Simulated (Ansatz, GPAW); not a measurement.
## CdTe: 3 runs at one level of theory

```xyz
2
Lattice="0.0000 3.2050 3.2050 3.2050 0.0000 3.2050 3.2050 3.2050 0.0000" Properties=species:S:1:pos:R:3 pbc="T T T"
Te    4.8075    4.8075    4.8075
Cd    0.0000    0.0000    0.0000
```

Alike in all runs: task single point; functional PBE; k mesh 7 × 7 × 7; occupations gaussian, width 0.025 eV; no spin polarisation; no spin-orbit coupling. Pressure is positive in compression and, in plane waves, holds the error of the finite cutoff, which Ansatz's Pulay term estimates and takes out.

```csv
program and potentials,plane-wave cutoff (eV),notes,pressure (GPa)
"Ansatz, Ansatz PAW",420,18 valence electrons an atom on average; Pulay term of +0.04 GPa included,4.24
"Ansatz, all-electron LAPW, scalar-relativistic",-,-,4.26
"GPAW, GPAW PAW data sets (gpaw-data 1.2.1)",600,9 valence electrons an atom on average,3.81
```

The pressure spans 3.81 (GPAW, GPAW PAW data sets (gpaw-data 1.2.1)) to 4.26 GPa (Ansatz, all-electron LAPW, scalar-relativistic), with all-electron results at 4.26.

Differences between rows come from potentials, basis sets and numerical settings, since the functional is the same but for its coding. Runs on potential files found faulty are left out.

All three runs put zinc-blende CdTe under clear compression, so the PBE equilibrium volume is larger than that of this cell. Part of this is genuine, as the cell is also somewhat smaller than the measured one at ambient conditions. The rest reflects the known tendency of PBE to underbind solids of heavy elements: its gradient correction favours inhomogeneous densities and so weakens the cohesion between large, polarisable atoms. Squeezing the polar-covalent Cd–Te bonds raises the kinetic energy and the Pauli repulsion between closed shells, which outweighs the gain in bonding.

The Ansatz PAW value of 4.24 GPa lies close to the all-electron 4.26 GPa, which suggests that its potentials carry little error at this volume. GPAW's lower 3.81 GPa may stem from its smaller valence space, which leaves more of the semicore shells frozen, or from residual basis error. The pressure at one volume doesn't show whether zinc blende remains stable against the rock-salt phase that CdTe adopts under moderate compression.
